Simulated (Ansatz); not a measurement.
Runs of Ansatz 0.2.0 on CdTe. The structure is cubic, space group F-43m (No. 216). The conventional cell has a = 6.410 Å, b = 6.410 Å, c = 6.410 Å, α = 90.00°, β = 90.00°, γ = 90.00°. Around Te (site symmetry -43m) lie 4 Cd at 2.78 Å. Around Cd (site symmetry -43m) lie 4 Te at 2.78 Å. 

```csv
task,level,cutoff (eV),smearing,points for each segment of the path,gap on the mesh (eV),pressure (GPa)
single point,PBE,420,gaussian 0.014 eV,-,0.87,4.2
single point,PBE,420,gaussian 0.016 eV,-,0.87,4.2
band structure,r2SCAN,500,fermi-dirac 0.05 eV,14,1.39,(a)
single point,PBE,420,gaussian 0.018 eV,-,0.87,4.2
band structure,BLYP,420,fermi-dirac 0.05 eV,14,0.78,6.9
```

Alike in all rows: potentials or basis Ansatz PAW; no spin polarisation; cell as given; k mesh 7 × 7 × 7.

Question: Fill in the values left out.

Answer: (a) 3.2.

Caveats: spin-orbit coupling is left out, which moves the levels of the heavy elements; odd divisions of the mesh miss points on the zone boundary, where band edges often lie, so the gap on the mesh can be too wide (some runs); the PAW data sets come from PBE, with cores solved anew for the run's functional, which leaves a small shift of forces and pressure (some runs).

A k mesh can miss the band edges, and the runs leave out spin-orbit coupling on Cd, Te.
